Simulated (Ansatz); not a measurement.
The system is PbS.

```xyz
4
Lattice="2.0800 -5.9913 0.0000 2.0800 5.9913 0.0000 0.0000 0.0000 4.2793" Properties=species:S:1:pos:R:3 pbc="T T T"
Pb    2.0800    4.4268    1.0698
Pb    2.0800   -4.4268    3.2095
S     2.0800    1.7399    1.0698
S     2.0800   -1.7399    3.2095
```

Measurements of this composition are mostly on another form, of space group No. 225.

| Item | Value |
| --- | --- |
| Program | Ansatz 0.2.0 |
| Task | relaxation of cell and atoms |
| Functional | revPBE |
| Dispersion | D3(BJ) |
| Potentials or basis | Ansatz PAW |
| Cutoff | 420 eV (not typed: the program's choice for these potentials) |
| k mesh | 7 × 7 × 6 |
| Occupations | fermi-dirac, width 0.05 eV |
| Spin | no spin polarisation |

At the start: volume 26.66 Å³/atom.

Question: How do energy, volume and symmetry change on relaxing?

Answer: It ends after 6 steps and the volume is 25.09 Å³/atom (-5.9 %); space group Cmcm (No. 63, to 0.05 Å).

The path:
```csv
step,energy change (eV),largest force (eV/Å),volume (Å³)
1,0.0000,0.1221,106.65
2,-0.0361,0.1254,98.07
3,-0.0454,0.0500,100.91
4,-0.0468,0.0015,100.46
5,-0.0468,0.0098,100.35
6,-0.0462,0.0099,100.35
```

Final structure:
```yaml
crystal:
  lattice:
    - [2.04453, -5.75512, 0.00000]
    - [2.04453, 5.75512, 0.00000]
    - [0.00000, 0.00000, 4.26440]
  atoms:
    - { symbol: Pb, position: [0.12541, 0.87459, 0.25000] }
    - { symbol: Pb, position: [0.87459, 0.12541, 0.75000] }
    - { symbol: S, position: [0.36005, 0.63995, 0.25000] }
    - { symbol: S, position: [0.63995, 0.36005, 0.75000] }
```

Caveat: the plane-wave basis is chosen anew once the cell has moved, so the energies of steps on either side of that aren't comparable; the PAW data sets come from PBE, with cores solved anew for the run's functional, which leaves a small shift of forces and pressure.
